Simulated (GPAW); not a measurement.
# HgTe (Coloradoite) (F-43m) in GPAW: a series of runs

One crystal, HgTe (Coloradoite), is run at these levels: BLYP, GLLB-SC, BLYP+D3; tasks: band structure, equation of state.

Program: GPAW 26.7.0. These are calculated values, not measurements. Logs are shortened: lines on timing, memory, paths and dates and some standing lists are left out, and cuts for length are marked. The log counts tension as positive stress, the text compression.

## (1) The structure

It takes space group F-43m (No. 216, cubic). Conventional cell: a = 6.429 Å, b = 6.429 Å, c = 6.429 Å, α = 90.00°, β = 90.00°, γ = 90.00°. Hg (site symmetry -43m) is surrounded by 4 Te at 2.78 Å. Te (site symmetry -43m) is surrounded by 4 Hg at 2.78 Å.

## (2) Band structure, BLYP, spin-orbit coupling, no magnetisation

The input, run.py:

```python
import numpy as np
from ase.dft.bandgap import bandgap
from ase.io import read, write
from ase.units import GPa
from gpaw import GPAW, PW, setup_paths
from gpaw.spinorbit import soc_eigenstates

setup_paths.insert(0, '.')

atoms = read('POSCAR')

calc = GPAW(mode=PW(600),
            xc='BLYP',
            kpts={'size': (6, 6, 6), 'gamma': True},
            occupations={'name': 'fermi-dirac', 'width': 0.05},
            nbands=18,
            convergence={'density': 1e-05, 'energy': 1e-05},
            eigensolver='davidson',
            maxiter=150,
            txt='gpaw.txt')
atoms.calc = calc
energy = atoms.get_potential_energy()
forces = atoms.get_forces()
stress = atoms.get_stress()
calc.write('gs.gpw')
write('result.traj', atoms)
print(f'Energy: {energy:.6f} eV')
print('Forces (eV/A):')
print(forces.round(4))
print('Stress (GPa):', (stress / GPa).round(3))
print('Fermi level:', round(calc.get_fermi_level(), 4), 'eV')
print(f'Gap: {bandgap(calc)[0]:.4f} eV, direct: {bandgap(calc, direct=True)[0]:.4f} eV')

path = atoms.cell.bandpath('GXWKGLUWLK,UX', npoints=80, eps=1e-4)
bs_calc = calc.fixed_density(kpts=path, symmetry='off', nbands=31,
                             convergence={'bands': 'CBM+6.0', 'eigenstates': 1e-6}, txt='bands.txt')
bs = bs_calc.band_structure()
bs.write('bs.json')
print(f'Gap on the path: {bandgap(bs_calc)[0]:.4f} eV')

soc = soc_eigenstates(bs_calc, theta=54.7, phi=45)
np.savetxt('soc_bands.dat', soc.eigenvalues(), fmt='%.4f')
mesh = soc_eigenstates('gs.gpw', theta=54.7, phi=45)
np.savetxt('soc_mesh.dat', mesh.eigenvalues(), fmt='%.4f')
print('Fermi level with spin-orbit coupling:', round(mesh.fermi_level, 4), 'eV')
```

The input, POSCAR:

```
HgTe
1.0
    0.0000000000      3.2145000000      3.2145000000
    3.2145000000      0.0000000000      3.2145000000
    3.2145000000      3.2145000000      0.0000000000
Hg Te
1 1
Direct
    0.0000000000      0.0000000000      0.0000000000
    0.7500000000      0.7500000000      0.7500000000
```

Potentials or basis: PAW data sets generated in the run's folder for this functional, pw.

Run with:

```
> gpaw-setup -f BLYP Hg Te
> OMP_NUM_THREADS=1 python run.py
```

gpaw.txt:

```text
__  _  _
 | _ |_)|_||  |
 |__||  | ||/\| - 26.7.0

Input parameters:
  mode=PW(ecut=600.0),
  convergence={'density': 1e-05, 'energy': 1e-05},
  eigensolver=Davidson(niter=2),
  kpts=MonkhorstPack(size=(6, 6, 6), gamma=True),
  maxiter=150,
  nbands=18,
  occupations=Occupations(name='fermi-dirac', width=0.05),
  xc=XC(name='BLYP')

Diagonalizing LCAO Hamiltonian
Converting LCAO to pw mode

                      Te

       Hg

Atoms  # Å, Bohr magnetons
|   | symbol |        x |        y |        z |    initial magnetic moments |
|---|--------|----------|----------|----------|-----------------------------|
| 0 |     Hg | 0.000000 | 0.000000 | 0.000000 | ( 0.0000,  0.0000,  0.0000) |
| 1 |     Te | 4.821750 | 4.821750 | 4.821750 | ( 0.0000,  0.0000,  0.0000) |

Unit cell  # Å
| periodic |        x |        y |        z |  lengths |    angles |
|----------|----------|----------|----------|----------|-----------|
|      yes | 0.000000 | 3.214500 | 3.214500 | 4.545989 | 60.000000 |
|      yes | 3.214500 | 0.000000 | 3.214500 | 4.545989 | 60.000000 |
|      yes | 3.214500 | 3.214500 | 0.000000 | 4.545989 | 60.000000 |

Number of symmetries: 24
Symmetry operations  # r_c * U_cc + t_c -> r_c
|    | kind |            matrix            |
|----|------|------------------------------|
|  0 |  E   |  1, 0, 0,  0, 1, 0,  0, 0, 1 |
|  1 |  σ   |  1, 0, 0,  0, 0, 1,  0, 1, 0 |
|  2 |  σ   |  1, 0,-1,  0, 1,-1,  0, 0,-1 |
|  3 |  C3  |  1, 0,-1,  0, 0,-1,  0, 1,-1 |
|  4 |  C3  |  1,-1, 0,  0,-1, 1,  0,-1, 0 |
|  5 |  σ   |  1,-1, 0,  0,-1, 0,  0,-1, 1 |
|  6 |  σ   |  0, 1, 0,  1, 0, 0,  0, 0, 1 |
|  7 |  C3  |  0, 1, 0,  0, 0, 1,  1, 0, 0 |
|  8 |  C2  |  0, 1,-1,  1, 0,-1,  0, 0,-1 |
|  9 |  S4  |  0, 1,-1,  0, 0,-1,  1, 0,-1 |
| 10 |  C3  |  0, 0, 1,  1, 0, 0,  0, 1, 0 |
| 11 |  σ   |  0, 0, 1,  0, 1, 0,  1, 0, 0 |
| 12 |  S4  |  0, 0,-1,  1, 0,-1,  0, 1,-1 |
| 13 |  C3  |  0, 0,-1,  0, 1,-1,  1, 0,-1 |
| 14 |  S4  |  0,-1, 1,  1,-1, 0,  0,-1, 0 |
| 15 |  C2  |  0,-1, 1,  0,-1, 0,  1,-1, 0 |
| 16 |  C3  |  0,-1, 0,  1,-1, 0,  0,-1, 1 |
| 17 |  S4  |  0,-1, 0,  0,-1, 1,  1,-1, 0 |
| 18 |  S4  | -1, 1, 0, -1, 0, 1, -1, 0, 0 |
| 19 |  C3  | -1, 1, 0, -1, 0, 0, -1, 0, 1 |
| 20 |  C3  | -1, 0, 1, -1, 1, 0, -1, 0, 0 |
| 21 |  S4  | -1, 0, 1, -1, 0, 0, -1, 1, 0 |
| 22 |  σ   | -1, 0, 0, -1, 1, 0, -1, 0, 1 |
| 23 |  C2  | -1, 0, 0, -1, 0, 1, -1, 1, 0 |

BZ-sampling:
  Number of BZ points: 216
  Number of IBZ points: 16

  Monkhorst-Pack size: [6, 6, 6]
  Monkhorst-Pack shift: [0.08333333333333333, 0.08333333333333333, 0.08333333333333333]

K-points  # in reciprocal-cell coordinates
|     |                                coordinates |     weight |
|-----|--------------------------------------------|------------|
|   0 | (  0.00000000,   0.00000000,   0.00000000) | 0.00462963 |
|   1 | (  0.16666667,   0.16666667,   0.00000000) | 0.02777778 |
|   2 | (  0.16666667,   0.16666667,   0.16666667) | 0.03703704 |
|   3 | (  0.33333333,   0.16666667,   0.16666667) | 0.05555556 |
|   4 | (  0.33333333,   0.33333333,  -0.33333333) | 0.05555556 |
|   5 | (  0.33333333,   0.33333333,   0.00000000) | 0.02777778 |
|   6 | (  0.33333333,   0.33333333,   0.16666667) | 0.11111111 |
|   7 | (  0.33333333,   0.33333333,   0.33333333) | 0.03703704 |
|   8 | (  0.50000000,   0.33333333,  -0.33333333) | 0.11111111 |
|   9 | (  0.50000000,   0.33333333,  -0.16666667) | 0.05555556 |
| ... |                                            |            |
|  15 | (  0.50000000,   0.50000000,   0.50000000) | 0.01851852 |

Plane wave coefficients: 2252
Cutoff: 600.0 eV

Spin-components: 1 (collinear spins)
Bands:           18
Projectors:      11
Spin-degeneracy: 2
Datatype:        complex128

Parallelization:
  kpt:    1
  domain: 1
  band:   1

Density:
  Valence electrons: 24.0
  Components: 1
  Grid points: [27 27 27]
  Charge: 0.0  # |e|

Potential:
  Grid points: [27 27 27]

species:
  Hg:
    name:    Mercury
    Z:       80.0
    valence: 18
    core:    62
    charge:  0.0  # [|e|]
    compensation charges:
      type: gauss
      rc: 0.41  # [Å]
      lmax: 2
    cutoffs:
      filter: 2.17  # [Å]
      core: 2.06  # [Å]
    projectors
    | kind |    occ | energy [eV] | rcut [Å] |
    |------|--------|-------------|----------|
    |   6s |  2.000 |      -6.756 |    1.307 |
    |   5p |  6.000 |     -66.439 |    1.291 |
    |   6p |  0.000 |      -1.094 |    1.291 |
    |   5d | 10.000 |      -9.734 |    1.302 |
    |    s |        |      20.455 |    1.307 |
    |    d |        |      17.477 |    1.302 |

    Using partial waves for Hg as LCAO basis

  Te:
    name:    Tellurium
    Z:       52.0
    valence: 6
    core:    46
    charge:  0.0  # [|e|]
    compensation charges:
      type: gauss
      rc: 0.36  # [Å]
      lmax: 2
    cutoffs:
      filter: 2.09  # [Å]
      core: 3.17  # [Å]
    projectors
    | kind |    occ | energy [eV] | rcut [Å] |
    |------|--------|-------------|----------|
    |   5s |  2.000 |     -14.974 |    1.180 |
    |   5p |  4.000 |      -5.797 |    1.196 |
    |    s |        |      12.238 |    1.180 |
    |    p |        |      21.414 |    1.196 |
    |    d |        |       0.000 |    1.238 |

    Using partial waves for Te as LCAO basis

Reference energy: -717992.165827  # eV

eigensolver:
  Davidson
  Converge bands: occupied
  niter=2

density mixing:
  MSR1-Mixer
  Pratt-step length: 0.05
  Maximum mixing coefficient: 0.75
  Old densities: 10
  SVD Regularization: 0.005
  Good broyden scale: 1.0
  Trust region scale: 1.0
  Backstep threshold: 4.0
  History deletion threshold: 6.0
  Fourier metric: weight=20.0, sigma=0.015

occupation numbers:
  Fermi-Dirac:
    width: 0.0500  # eV

poisson solver:
  ecut: 4800.0  # eV

xc functional:
  name: BLYP with 2 nearest neighbor stencil

convergence criteria:
- Maximum integral of absolute [dens]ity change: 1e-05 electrons / valence electron
- Maximum [total energy] change in last 3 cyles: 1e-05 eV / valence electron
- Maximum integral of absolute [eigenst]ate change: 4e-08 eV^2 / valence electron
maximum number of iterations: 150

SCF iterations
|iter     | |      energy | eigst |  dens |
|---------|-|-------------|-------|-------|
|iter:   1| |   -3.376548 | -0.07 |       |
|iter:   2| |   -3.355106 | -1.17 | -1.44 |
|iter:   3| |   -3.289202 | -1.55 | -1.48 |
|iter:   4| |   -3.279638 | -2.35 | -1.90 |
|iter:   5| |   -3.285098 | -2.87 | -2.23 |
|iter:   6| |   -3.285679 | -3.56 | -3.03 |
|iter:   7| |   -3.285744 | -4.30 | -3.64 |
|iter:   8| |   -3.285753c| -5.03 | -4.22 |
|iter:   9| |   -3.285754c| -5.71 | -4.79 |
|iter:  10| |   -3.285754c| -6.34 | -5.37c|
|iter:  11| |   -3.285754c| -6.87 | -5.97c|
|iter:  12| |   -3.285754c| -7.36 | -6.32c|
|iter:  13| |   -3.285754c| -7.88c| -6.78c|

Converged in 13 steps
Energy contributions relative to reference atoms: (reference = -717992.165827)

Energy contributions:
  Kinetic:          42.577572
  Coulomb:         -36.116080
  Zero:             -2.065172
  External:          0.000000
  Xc:               -7.681597
  Entropy:          -0.000954
  Spinorbit:         0.000000
  ----------------------------
  Free energy:      -3.286231
  Extrapolated:     -3.285754

dipole moment: (-17.592164, -17.592164, -17.592164)  # |e|*Ang

Fermi level: 5.131
Eigenvalues  # (at kpt = [0.000, 0.000, 0.000])
| band index |      eig [eV] | occ [0-2] |
|------------|---------------|-----------|
|          0 |       -58.460 |     2.000 |
|        ... |               |           |
|          5 |        -2.475 |     2.000 |
|          6 |        -2.475 |     2.000 |
|          7 |        -1.951 |     2.000 |
|          8 |        -1.951 |     2.000 |
|          9 |         4.433 |     2.000 |
|         10 |         5.095 |     1.348 |
|         11 |         5.095 |     1.348 |
|         12 |         5.095 |     1.348 |
|         13 |         9.377 |     0.000 |
|         14 |         9.377 |     0.000 |
|         15 |         9.377 |     0.000 |
|         16 |        11.798 |     0.000 |
|         17 |        15.085 |     0.000 |

No gap
No difference between direct/indirect transitions

Forces  # eV/Ang
|       x |       y |       z |
|---------|---------|---------|
| 0.00000 | 0.00000 | 0.00000 |  # Hg   0
| 0.00000 | 0.00000 | 0.00000 |  # Te   1

Stress tensor  # eV/Ang^3
|         x |         y |         z |
|-----------|-----------|-----------|
| -0.047960 | -0.000000 | -0.000000 |
| -0.000000 | -0.047960 |  0.000000 |
| -0.000000 |  0.000000 | -0.047960 |

# Writing to gs.gpw (mode='')
```

Run time: 96 s. Hardware: 1 thread of Arm Neoverse V1, shared host; peak memory 0.34 GiB.

What came out:

```yaml
Free_energy: -3.2862 eV
Pressure: 7.7 GPa
Band_gap_along_the_path: none (metal or under the smearing width)
```

Levels at the corners of the path, in eV from the Fermi level:
```tsv
point	band 22	band 23	band 24	band 25	band 26	band 27
Γ	-0.90	-0.01	-0.01	-0.01	-0.01	3.07
X	-2.74	-2.56	-2.56	1.67	1.67	2.25
W	-2.98	-2.86	-2.80	2.61	3.10	4.34
K	-3.28	-2.24	-2.22	1.89	2.08	3.72
Γ	-0.90	-0.01	-0.01	-0.01	-0.01	3.07
L	-1.65	-1.00	-1.00	0.43	0.43	4.51
U	-3.28	-2.24	-2.22	1.89	2.08	3.72
W	-2.98	-2.86	-2.80	2.61	3.10	4.34
L	-1.65	-1.00	-1.00	0.43	0.43	4.51
K	-3.28	-2.24	-2.22	1.89	2.08	3.72
U	-3.28	-2.24	-2.22	1.89	2.08	3.72
X	-2.74	-2.56	-2.56	1.67	1.67	2.25
```

Caveat: spin-orbit coupling was added after a scalar SCF, so levels and gaps hold it while energy, forces, pressure and moments don't; this program's spin-orbit splittings come out too wide for heavy elements.

## (3) Band structure, GLLB-SC

The input, run.py:

```python
from ase import Atoms
from ase.dft.bandgap import bandgap
from ase.io import write
from gpaw import GPAW, PW

atoms = Atoms(['Hg', 'Te'],
              cell=[[0.0, 3.2145, 3.2145],
                    [3.2145, 0.0, 3.2145],
                    [3.2145, 3.2145, 0.0]],
              scaled_positions=[[0.0, 0.0, 0.0],
                                [0.75, 0.75, 0.75]],
              pbc=True)

calc = GPAW(mode=PW(600),
            xc='GLLBSC',
            kpts={'size': (6, 6, 6), 'gamma': True},
            occupations={'name': 'fermi-dirac', 'width': 0.05},
            nbands=18,
            convergence={'density': 1e-05, 'energy': 1e-05},
            maxiter=150,
            txt='gpaw.txt')
atoms.calc = calc
energy = atoms.get_potential_energy()
calc.write('gs.gpw')
write('result.traj', atoms)
print('Fermi level:', round(calc.get_fermi_level(), 4), 'eV')
print(f'Gap: {bandgap(calc)[0]:.4f} eV, direct: {bandgap(calc, direct=True)[0]:.4f} eV')

path = atoms.cell.bandpath('GXWKGLUWLK,UX', npoints=80, eps=1e-4)
bs_calc = calc.fixed_density(kpts=path, symmetry='off', nbands=31,
                             convergence={'bands': 'CBM+6.0', 'eigenstates': 1e-6}, txt='bands.txt')
bs = bs_calc.band_structure()
bs.write('bs.json')
print(f'Gap on the path: {bandgap(bs_calc)[0]:.4f} eV')

homo, lumo = bs_calc.get_homo_lumo()
response = calc.hamiltonian.xc.response
dxc_pot = response.calculate_discontinuity_potential(homo, lumo)
ks_gap, dxc = bs_calc.hamiltonian.xc.response.calculate_discontinuity(dxc_pot)
print(f'Kohn-Sham gap {ks_gap:.4f} eV, discontinuity {dxc:.4f} eV, gap {ks_gap + dxc:.4f} eV')
```

Potentials or basis: the program's PAW data sets (release 1.2.1) made for this functional, pw.

Run with:

```
> OMP_NUM_THREADS=1 python run.py
```

gpaw.txt:

```text
___ ___ ___ _ _ _
 |   |   |_  | | | |
 | | | | | . | | | |
 |__ |  _|___|_____|  26.7.0
 |___|_|

Input parameters:
  convergence: {density: 1e-05,
                energy: 1e-05}
  kpts: {gamma: True,
         size: (6, 6, 6)}
  maxiter: 150
  mode: {ecut: 600.0,
         name: pw}
  nbands: 18
  occupations: {name: fermi-dirac,
                width: 0.05}
  xc: GLLBSC

System changes: positions, numbers, cell, pbc, initial_charges, initial_magmoms

Initialize ...

species:
  Hg:
    name:    Mercury
    Z:       80.0
    valence: 18
    core:    62
    charge:  0.0  # [|e|]
    compensation charges:
      type: gauss
      rc: 0.41  # [Å]
      lmax: 2
    cutoffs:
      filter: 2.17  # [Å]
      core: 2.06  # [Å]
    projectors
    | kind |    occ | energy [eV] | rcut [Å] |
    |------|--------|-------------|----------|
    |   6s |  2.000 |      -9.684 |    1.307 |
    |   5p |  6.000 |     -69.468 |    1.291 |
    |   6p |  0.000 |      -3.089 |    1.291 |
    |   5d | 10.000 |     -13.011 |    1.302 |
    |    s |        |      17.527 |    1.307 |
    |    d |        |      14.201 |    1.302 |

    Using partial waves for Hg as LCAO basis

  Te:
    name:    Tellurium
    Z:       52.0
    valence: 6
    core:    46
    charge:  0.0  # [|e|]
    compensation charges:
      type: gauss
      rc: 0.36  # [Å]
      lmax: 2
    cutoffs:
      filter: 2.09  # [Å]
      core: 3.17  # [Å]
    projectors
[... 95 lines left out ...]
  |  1.000 | RESPONSE   | eps=0.0500 eV                                 |
  |  1.000 | XC         | GGA_C_PBE_SOL with 2 nearest neighbor stencil |
  -----------------------------------------------------------------------

Number of atoms: 2
Number of atomic orbitals: 16
Number of bands in calculation: 18
Number of valence electrons: 24
Bands to converge: occupied

... initialized

Initializing position-dependent things.

Density initialized from atomic densities
Creating initial wave functions:
  16 bands from LCAO basis set
  2 bands from random numbers

                      Te

       Hg

Atomic positions and initial magnetic moments

Positions:
   0 Hg     0.000000    0.000000    0.000000    ( 0.0000,  0.0000,  0.0000)
   1 Te     4.821750    4.821750    4.821750    ( 0.0000,  0.0000,  0.0000)

Unit cell:
           periodic     x           y           z      points  spacing
  1. axis:    yes    0.000000    3.214500    3.214500    27     0.1375
  2. axis:    yes    3.214500    0.000000    3.214500    27     0.1375
  3. axis:    yes    3.214500    3.214500    0.000000    27     0.1375

  Lengths:   4.545989   4.545989   4.545989
  Angles:   60.000000  60.000000  60.000000

Effective grid spacing dv^(1/3) = 0.1500

iter:   1    -5.083324
iter:   2    -5.317193   -0.77  -1.40
iter:   3    -9.765448   -0.21  -1.32
iter:   4    -5.185472   -0.60  -1.24
iter:   5    -5.668419   -1.78  -1.32
iter:   6    -5.770021   -2.05  -1.16
iter:   7    -5.059645   -1.65  -1.08
iter:   8    -5.012121   -1.98  -1.48
iter:   9    -4.990369   -2.94  -2.30
iter:  10    -5.006054   -3.47  -2.22
iter:  11    -5.053954   -3.08  -2.10
iter:  12    -5.058065   -4.10  -2.96
iter:  13    -5.060149   -4.58  -3.50
iter:  14    -5.057427   -5.29  -3.82
iter:  15    -5.056630   -5.89  -4.12
iter:  16    -5.056230   -6.49  -4.27
iter:  17    -5.052001   -6.50  -4.26
iter:  18    -5.055212   -7.22  -4.18
iter:  19    -5.054588   -8.15c -4.68
iter:  20    -5.055020   -8.63c -4.86
iter:  21    -5.054854   -8.49c -4.90
iter:  22    -5.054824c  -9.22c -5.34c

Converged after 22 iterations.

Dipole moment: (4.686094, 4.686094, 4.686094) |e|*Ang

Energy contributions relative to reference atoms: (reference = -717725.518829)

Kinetic:       +101.519711
Potential:      -90.488326
External:        +0.000000
XC:             -12.650775
Entropy (-ST):   -0.000964
Local:           -3.434952
SIC:             +0.000000
--------------------------
Free energy:     -5.055306
Extrapolated:    -5.054824

GLLBSC response reference energy: 3.88088 eV (from HOMO)

Showing only first 2 kpts
 Kpt  Band  Eigenvalues  Occupancy
  0    10      3.88089    1.35009
  0    11      3.88089    1.35009
  0    12      3.88089    1.35009
  0    13      8.24077    0.00000

  1    10      3.14737    2.00000
  1    11      3.14737    2.00000
  1    12      5.58587    0.00000
  1    13      7.35530    0.00000

Fermi level: 3.91745

No gap
No difference between direct/indirect transitions
Writing to gs.gpw (mode='')
```

Wall time 1.7 min (1 thread of Arm Neoverse V1, shared host); peak memory 0.32 GiB.

What came out:

```
Band gap along the path : none (metal or under the smearing width)
```

Levels at the corners of the path, in eV from the Fermi level:
| point | band 8 | band 9 | band 10 | band 11 | band 12 | band 13 | band 14 | band 15 | band 16 |
| --- | --- | --- | --- | --- | --- | --- | --- | --- | --- |
| Γ | -7.66 | -7.66 | -0.46 | -0.04 | -0.04 | -0.04 | 4.32 | 4.32 | 4.32 |
| X | -7.60 | -7.07 | -5.52 | -2.28 | -2.28 | 1.97 | 2.66 | 8.47 | 9.07 |
| W | -7.67 | -6.93 | -5.55 | -2.65 | -2.60 | 3.24 | 4.79 | 5.50 | 6.28 |
| K | -7.63 | -7.00 | -5.50 | -2.93 | -1.91 | 2.36 | 4.18 | 7.20 | 7.33 |
| Γ | -7.66 | -7.66 | -0.46 | -0.04 | -0.04 | -0.04 | 4.32 | 4.32 | 4.32 |
| L | -7.64 | -7.27 | -5.48 | -1.01 | -1.01 | 0.86 | 5.14 | 5.14 | 7.13 |
| U | -7.63 | -7.00 | -5.50 | -2.93 | -1.91 | 2.36 | 4.18 | 7.20 | 7.33 |
| W | -7.67 | -6.93 | -5.55 | -2.65 | -2.60 | 3.24 | 4.79 | 5.50 | 6.28 |
| L | -7.64 | -7.27 | -5.48 | -1.01 | -1.01 | 0.86 | 5.14 | 5.14 | 7.13 |
| K | -7.63 | -7.00 | -5.50 | -2.93 | -1.91 | 2.36 | 4.18 | 7.20 | 7.33 |
| U | -7.63 | -7.00 | -5.50 | -2.93 | -1.91 | 2.36 | 4.18 | 7.20 | 7.33 |
| X | -7.60 | -7.07 | -5.52 | -2.28 | -2.28 | 1.97 | 2.66 | 8.47 | 9.07 |

Caveat: a model potential gives levels but no total energy; spin-orbit coupling is left out, which moves the levels of the heavy elements.

[end of part 1 of 2]
